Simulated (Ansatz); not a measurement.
Start of a relaxation, H put at a hollow Sn-Sn-Sn site (Sn, I4/mmm (No. 139), (1 0 1) face):

```
Sn H
1.0
     3.23465    0.00000    0.00000
    -1.61733    3.00604    0.00000
     0.00000    0.00000   24.45316
Sn H
3 1
Direct
  0.28947 0.57894 0.34760
  0.60681 0.21362 0.45286
  0.92360 0.84720 0.55815
  0.25694 0.51387 0.51808
```

These are results of DFT PBEsol, scalar-relativistic, plane waves, PAW in Ansatz, not measurements. Settings: cutoff 420 eV, Γ-centred mesh 10×10×1 on the computed 4-atom cell, Gaussian smearing of 0.10 eV; no spin polarisation. The cell repeats along c with a dipole correction in the vacuum.

Atoms 1 (counted from 1) are held. The cell is fixed. Force threshold 0.03 eV/Å.

```
step E − E_final (eV) largest force (eV/Å)
   1             0.307                 0.572
   2             0.215                 0.190
   3             0.163                 0.164
   4             0.129                 0.146
   5             0.095                 0.160
   6             0.057                 0.156
   7             0.025                 0.099
   8             0.004                 0.041
   9             0.002                 0.078
  10             0.000                 0.008
  11             0.000                 0.008
```

Q: What is the final structure?

A:
```yaml
crystal:
  lattice:
    - [3.23465, 0.00000, 0.00000]
    - [-1.61733, 3.00604, 0.00000]
    - [0.00000, 0.00000, 24.45316]
  atoms:
    - { symbol: Sn, position: [0.28947, 0.57894, 0.34760] }
    - { symbol: Sn, position: [0.59397, 0.18793, 0.45208] }
    - { symbol: Sn, position: [0.75786, 0.51572, 0.58371] }
    - { symbol: H, position: [0.28762, 0.57523, 0.53337] }
```

The end is the local minimum or symmetric point that this start leads to. Slab atoms move by up to 1.2 Å, so the face has restacked or been rebuilt, and the fall in energy includes that. The slab is only 5.5 Å thick, so the energy isn't converged with thickness.

The reference crystal is a form of Sn, which isn't its usual structure.

Cost: 1 run of about 6.6 core-minutes, on AMD EPYC (Zen 3) (shared hosts).